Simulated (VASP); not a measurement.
The system is Ru.

```
CELL_PARAMETERS angstrom
4.46424 0.00000 0.00000
-2.23212 3.86615 0.00000
0.00000 0.00000 2.73677
ATOMIC_POSITIONS crystal
Ru 0.00000 0.00000 0.00000
Ru 0.33333 0.66667 0.50000
Ru 0.66667 0.33333 0.50000
```

The cell was built by a generator and needn't be a form met in nature.

```yaml
Program: VASP 6.6.1
Task: relaxation of cell and atoms
Functional: r2SCAN
Potentials_or_basis: VASP PAW PBE potentials, release 64 (Ru_pv)
Cutoff: 600 eV
k_mesh: 6 × 6 × 6
Occupations: gaussian, width 0.1 eV
Spin: no spin polarisation
```

At the start: pressure -29.5 GPa; volume 15.75 Å³/atom.

Q: Where does the relaxation end?

A: Over 6 steps the energy falls by 201.9 meV/atom and the volume is 13.91 Å³/atom (-11.7 %); space group P6/mmm (No. 191, to 0.05 Å).

Step by step:
```tsv
step	energy change (eV)	largest force (eV/Å)	pressure (GPa)	volume (Å³)
1	0.0000	0.0000	-29.55	47.24
2	5.6028	0.0000	228.48	30.01
3	-0.5905	0.0000	-4.67	42.31
4	-0.5995	0.0000	-1.67	41.90
5	-0.6012	0.0000	0.31	41.64
6	-0.6056	0.0000	0.03	41.73
```

Final structure:
```
Ru
1.0
     4.24150    0.00000    0.00000
    -2.12075    3.67325    0.00000
     0.00000    0.00000    2.67820
Ru
3
Direct
  0.00000 0.00000 0.00000
  0.33333 0.66667 0.50000
  0.66667 0.33333 0.50000
```

Caveat: the k mesh is coarse (spacing up to 0.38 Å⁻¹), so the values aren't converged; the PAW data sets were made with another functional, which shifts forces and pressure a little.
